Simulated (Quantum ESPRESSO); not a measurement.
## CaO under changes of volume

One of the cells (13.886 Å³/atom); the others are scaled copies at fixed shape and fractional positions:

```
CELL_PARAMETERS angstrom
0.00000 2.40356 2.40356
2.40356 0.00000 2.40356
2.40356 2.40356 0.00000
ATOMIC_POSITIONS crystal
Ca 0.00000 0.00000 0.00000
O 0.50000 0.50000 0.50000
```

The cell is a database's computed one.

| Property | Result |
| --- | --- |
| Program | Quantum ESPRESSO 7.5 |
| Functional | LDA |
| Potentials or basis | GBRV 1.5 LDA |
| Cutoff | 612 eV |
| Density cutoff | 4898 eV |
| k mesh | 10 × 10 × 10 |
| Occupations | fermi-dirac, width 0.05 eV |
| Spin | no spin polarisation |

| volume (Å³/atom) | energy over the lowest point (meV/atom) | pressure (GPa) | gap on the mesh (eV) |
| --- | --- | --- | --- |
| 13.052 | 0.00 | 0.1 | 3.45 |
| 13.330 | 1.98 | -2.5 | 3.47 |
| 13.608 | 8.19 | -4.9 | 3.48 |
| 13.886 | ? | ? | ? |
| 14.163 | 31.67 | -8.8 | 3.50 |
| 14.441 | 48.17 | -10.4 | 3.50 |
| 14.719 | 67.37 | -11.9 | 3.51 |

**Question.** What does the run at 13.886 Å³/atom give?

**Answer.** Energy over the lowest point 18.29 meV/atom; pressure -6.9 GPa; gap on the mesh 3.49 eV.

Worked out: A Birch-Murnaghan fit of order 3 (a polynomial in V^(-2/3)) to the other rows has its minimum at 13.07 Å³/atom with B0 = V·E''(V) = 129 GPa and B' = 4.4. It gives 18.26 meV/atom at 13.886 Å³/atom, against the run's 18.29, and -dE/dV = -6.8 GPa, against -6.9. A straight line through the other rows of the gap, of slope 0.465 eV per unit of ln V, gives 3.49 eV, against the run's 3.49.

Energies are extrapolated to zero smearing.

A mesh can miss the band edges.
